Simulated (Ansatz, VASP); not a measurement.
WC in VASP and in Ansatz

```
W C
1.0
     0.00000    2.88811    2.88811
     2.88811    0.00000    2.88811
     2.88811    2.88811    0.00000
W C
2 2
Cartesian
  0.0000 0.0000 0.0000
  1.4441 1.4441 1.4441
  2.8881 2.8881 2.8881
  4.3322 4.3322 4.3322
```

Change from the starting cell: species swapped into the LiIn type (Fd-3m, No. 227).

Alike in both runs: task relaxation of cell and atoms; functional PBE; k mesh 14 × 14 × 14; occupations gaussian, width 0.1 eV; no spin polarisation.

|  | VASP | Ansatz |
| --- | --- | --- |
| version | VASP 6.6.1 | Ansatz 0.2.0 |
| potentials or method | VASP PAW PBE potentials, release 64 (W_sv, C) | scalar-relativistic, plane waves, PAW |
| plane-wave cutoff (eV) | 600 | 420 |
| valence electrons in the cell | 36 | 36 |

Ansatz gave:

| Item | Value |
| --- | --- |
| gap on the k mesh at the Fermi level, each at its own relaxed structure (eV) | none |
| relaxed volume (Å³/atom) | 12.03 |
| relaxed cell length with the largest relative difference (Å) | 4.083 |

What did VASP give for the same quantities?

gap on the k mesh at the Fermi level, each at its own relaxed structure (eV): none; relaxed volume (Å³/atom): 12.07; relaxed cell length with the largest relative difference (Å): 4.088.

A gap of «none» marks a metal or a gap that the smearing closes.

Spin-orbit coupling is left out, which matters for the levels of W.
